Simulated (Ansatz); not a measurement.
Input, command and steps of an Ansatz relaxation.

```yaml
crystal:
  lattice:
    - [2.6590777971, -2.659144419, -0.0193731584]
    - [2.6590777971, 2.659144419, -0.0193731584]
    - [-2.6221731946, 0.0, 4.8198124396]
  atoms:
    - { symbol: Ti, position: [0.1251059414, 0.8748940586, 0.25] }
    - { symbol: Ti, position: [0.8748940586, 0.1251059414, 0.75] }
    - { symbol: O, position: [0.3314172322, 0.0816314284, 0.6629499151] }
    - { symbol: O, position: [0.6685827678, 0.9183685716, 0.3370500849] }
    - { symbol: O, position: [0.9183685716, 0.6685827678, 0.8370500849] }
    - { symbol: O, position: [0.0816314284, 0.3314172322, 0.1629499151] }
basis:
  ecutwfc: 420
kpoints:
  mp_grid: { grid: [8, 8, 6] }
hamiltonian:
  xc: pbe
scf:
  occupations: { method: gaussian, width: 0.02 }
output:
  forces: true
  stress: true
  eigenvalues: true
relax:
  adjacent_minimum: "off"
  f_tol: 0.01
  max_steps: 30
  cell: { stress_tol: 0.1, fix: [volume] }
```

```bash
ansatz run input.yaml --threads 1 --pin off --max-ram 2560MiB --backend cpu --events-out ev --progress --plain --runs-dir out
```

Computed with DFT PBE, scalar-relativistic, plane waves, PAW (Ansatz).

The volume is held at 0.97 times that of the relaxed cell.

Of 7 frames 6 are shown, positions in Å and forces in eV/Å; the SCF threshold varies from step to step. Steps run on the plane waves of an earlier cell, with a Pulay correction in the pressure. The basis is chosen afresh for the last frame, the zero of the energies, and at times for earlier ones too; energy and pressure step there, also at an unchanged geometry.

```xyz
6
Lattice="2.6591 -2.6591 -0.0194 2.6591 2.6591 -0.0194 -2.6222 0.0000 4.8198" Properties=species:S:1:pos:R:3:forces:R:3 pbc="T T T" step=1 free_energy_over_end_meV_per_atom=1.23 pressure_GPa=6.70
Ti    2.0035    1.9938    1.1856    0.0000    0.0002    0.0000
Ti    0.6924   -1.9938    3.5955    0.0000   -0.0002    0.0000
O    -0.6400   -0.6642    3.1873    0.0013   -0.0001    0.1671
O     3.3360    0.6642    1.5938   -0.0013    0.0001   -0.1671
O     2.0249   -0.6642    4.0037   -0.0013   -0.0001   -0.1671
O     0.6710    0.6642    0.7774    0.0013    0.0001    0.1671
6
Lattice="2.6634 -2.6635 -0.0196 2.6634 2.6635 -0.0196 -2.6269 0.0000 4.8044" Properties=species:S:1:pos:R:3:forces:R:3 pbc="T T T" step=2 free_energy_over_end_meV_per_atom=0.47 pressure_GPa=6.22
Ti    2.0067    1.9971    1.1815    0.0000    0.0004    0.0000
Ti    0.6932   -1.9971    3.5837    0.0000   -0.0004    0.0000
O    -0.6413   -0.6653    3.1865    0.0008   -0.0006    0.0808
O     3.3412    0.6653    1.5788   -0.0008    0.0006   -0.0808
O     2.0278   -0.6653    3.9810   -0.0008   -0.0006   -0.0808
O     0.6721    0.6653    0.7843    0.0008    0.0006    0.0808
6
Lattice="2.6709 -2.6710 -0.0196 2.6709 2.6710 -0.0196 -2.6346 0.0000 4.7775" Properties=species:S:1:pos:R:3:forces:R:3 pbc="T T T" step=3 free_energy_over_end_meV_per_atom=0.06 pressure_GPa=5.57
Ti    2.0123    2.0031    1.1748    0.0000   -0.0002    0.0000
Ti    0.6950   -2.0031    3.5635    0.0000    0.0002    0.0000
O    -0.6432   -0.6676    3.1813   -0.0029    0.0023   -0.0069
O     3.3505    0.6676    1.5570    0.0029   -0.0023    0.0069
O     2.0332   -0.6676    3.9457    0.0029    0.0023    0.0069
O     0.6741    0.6676    0.7926   -0.0029   -0.0023   -0.0069
6
Lattice="2.6722 -2.6724 -0.0203 2.6722 2.6724 -0.0203 -2.6372 0.0000 4.7735" Properties=species:S:1:pos:R:3:forces:R:3 pbc="T T T" step=4 free_energy_over_end_meV_per_atom=0.06 pressure_GPa=5.52
Ti    2.0129    2.0038    1.1731    0.0000    0.0015    0.0000
Ti    0.6944   -2.0038    3.5598    0.0000   -0.0015    0.0000
O    -0.6447   -0.6676    3.1794    0.0063   -0.0061   -0.0037
O     3.3520    0.6676    1.5535   -0.0063    0.0061    0.0037
O     2.0334   -0.6676    3.9402   -0.0063   -0.0061    0.0037
O     0.6739    0.6676    0.7926    0.0063    0.0061   -0.0037
6
Lattice="2.6722 -2.6724 -0.0203 2.6722 2.6724 -0.0203 -2.6372 0.0000 4.7735" Properties=species:S:1:pos:R:3:forces:R:3 pbc="T T T" step=5 free_energy_over_end_meV_per_atom=0.01 pressure_GPa=5.53
Ti    2.0129    2.0038    1.1731    0.0000    0.0015    0.0000
Ti    0.6944   -2.0038    3.5598    0.0000   -0.0015    0.0000
O    -0.6447   -0.6676    3.1794    0.0063   -0.0061   -0.0036
O     3.3520    0.6676    1.5535   -0.0063    0.0061    0.0036
O     2.0334   -0.6676    3.9402   -0.0063   -0.0061    0.0036
O     0.6739    0.6676    0.7926    0.0063    0.0061   -0.0036
6
Lattice="2.6735 -2.6736 -0.0200 2.6735 2.6736 -0.0200 -2.6380 0.0000 4.7688" Properties=species:S:1:pos:R:3:forces:R:3 pbc="T T T" step=7 free_energy_over_end_meV_per_atom=0.00 pressure_GPa=5.49
Ti    2.0140    2.0051    1.1722    0.0000    0.0003    0.0000
Ti    0.6950   -2.0051    3.5566    0.0000   -0.0003    0.0000
O    -0.6446   -0.6684    3.1773   -0.0002    0.0001    0.0000
O     3.3537    0.6684    1.5514    0.0002   -0.0001    0.0000
O     2.0347   -0.6684    3.9359    0.0002    0.0001    0.0000
O     0.6743    0.6684    0.7929   -0.0002   -0.0001    0.0000
```

The run took 100 s on 1 thread of Intel(R) Xeon(R) Platinum 8175M CPU @ 2.50GHz (Skylake/Cascade Lake), on a shared host, peak memory 0.54 GiB.